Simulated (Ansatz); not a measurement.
A relaxed cell of SiC is given with its symmetry left out. The cell was found from a structure generator's guess, not taken from experiment.

The calculation used DFT PBE, scalar-relativistic, plane waves, PAW in Ansatz. Cutoff 420 eV, Γ-centred mesh, Gaussian smearing, no spin polarisation.

```
CELL_PARAMETERS angstrom
5.22299 0.00000 0.00000
0.00000 8.19217 0.00000
0.00000 0.00000 2.93647
ATOMIC_POSITIONS crystal
Si 0.59116 0.64498 0.50000
Si 0.40884 0.35502 0.50000
Si 0.00000 0.50000 0.00000
Si 0.09116 0.85502 0.50000
Si 0.90884 0.14498 0.50000
Si 0.50000 0.00000 0.00000
C 0.05500 0.34648 0.50000
C 0.94500 0.65352 0.50000
C 0.50000 0.50000 0.00000
C 0.55500 0.15352 0.50000
C 0.44500 0.84648 0.50000
C 0.00000 0.00000 0.00000
```

Formation energies are uncorrected and refer to the elements' standard structures at the same level.

Q: Find its symmetry and describe it.

A: Pbam (No. 55). Conventional cell: a = 5.223 Å, b = 8.192 Å, c = 2.936 Å. Si on a site of symmetry m is surrounded by 4 C at 1.82–1.95 Å; Si on a site of symmetry 2/m is surrounded by 4 C at 1.95 Å; C on a site of symmetry m has 4 Si at 1.82–1.95 Å; C on a site of symmetry 2/m is surrounded by 4 Si at 1.95 Å.

Q: How far does it lie from the elements in energy?

A: +0.38 eV/atom. It can't be a ground state, since the elements alone are lower.

Q: Is it a metal?

A: There is no gap on the 8×6×12 mesh, but valence and conduction bands overlap by only 0.22 eV, so at this level it is a semimetal.

Q: From what recipe could a structure generator have reached it?

A: One such recipe: 4-connected net, two elements alternating (Pbam, No. 55). Other recipes can lead to the same cell.

The last run used an 8×6×12 mesh (in the run's order of axes) for its 12-atom cell and Gaussian smearing of 0.10 eV. The zero gap may come from the functional, which often closes small gaps. The reference form of C is held partly by dispersion forces, which this level lacks. Symmetry constrained the relaxation, so the result can be a saddle point.
